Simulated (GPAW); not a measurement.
Here is a GPAW 26.7.0 calculation.

run.py

```python
import json
import numpy as np
from ase.dft.bandgap import bandgap
from ase.io import read, write
from gpaw import GPAW, PW
from gpaw.response.g0w0 import G0W0

atoms = read('Si.xyz')

calc = GPAW(mode=PW(400),
            xc='PBE',
            kpts={'size': (5, 5, 5), 'gamma': True},
            occupations={'name': 'fermi-dirac', 'width': 0.001},
            nbands=11,
            convergence={'density': 1e-06},
            maxiter=150,
            txt='gpaw.txt')
atoms.calc = calc
energy = atoms.get_potential_energy()
calc.write('gs.gpw')
write('result.traj', atoms)
print(f'Energy: {energy:.6f} eV')
print('Fermi level:', round(calc.get_fermi_level(), 4), 'eV')
print(f'Gap: {bandgap(calc)[0]:.4f} eV, direct: {bandgap(calc, direct=True)[0]:.4f} eV')

calc.diagonalize_full_hamiltonian(nbands=95)
calc.write('full.gpw', mode='all')

ibz = calc.get_ibz_k_points()
gap, vbm, cbm = bandgap(calc, output=None)
gap, direct, _ = bandgap(calc, direct=True, output=None)
gamma = int(np.abs(ibz).sum(1).argmin())
kpts = sorted({gamma, vbm[1], cbm[1], direct[1]})
gw = G0W0(calc='full.gpw',
          filename='gw',
          ecut=102.8,
          ecut_extrapolation=True,
          relbands=(-2, 2),
          kpts=kpts,
          integrate_gamma='WS',
          ppa=True)
gw.calculate()
results = {mode: {key: np.asarray(r[key]).tolist() for key in ['f', 'eps', 'vxc', 'exx', 'sigma', 'Z', 'qp', 'sigma_eskn']}
           for mode, r in gw.all_results.items()}
json.dump({'kpts': ibz[kpts].tolist(), 'results': results}, open('gw.json', 'w'))
for mode, r in results.items():
    f, qp = np.array(r['f']), np.array(r['qp'])
    print(mode, 'quasiparticle energies (eV):')
    print(qp.round(3))
    print(mode, 'gap:', round(qp[f < 0.5].min() - qp[f > 0.5].max(), 4), 'eV')
```

Contents of Si.xyz:

```xyz
2
Lattice="0.0000000000 2.6850649043 2.6850649043 2.6850649043 0.0000000000 2.6850649043 2.6850649043 2.6850649043 0.0000000000" Properties=species:S:1:pos:R:3 pbc="T T T"
Si     2.6850649043      2.6850649043      2.6850649043
Si     4.0275973564      4.0275973564      4.0275973564
```

Potentials or basis: GPAW PAW data sets (gpaw-data 1.2.1), pw.

Launch:

```sh
$ OMP_NUM_THREADS=1 python run.py
```

(1) Estimate the quasiparticle gap.

(2) What does it give for the least direct quasiparticle gap?

(3) Estimate the band gap on the k mesh, mean-field level.

Results:

(1) 1.06 eV.

(2) 3.25 eV.

(3) 0.51 eV, indirect (least direct gap 2.56 eV).

Caveat: the k mesh is coarse; the quasiparticle gap is taken among the few k points that were corrected; the long-wavelength limit can be off by a per cent or two; an odd mesh through Γ misses points on the zone boundary, where band edges often lie.
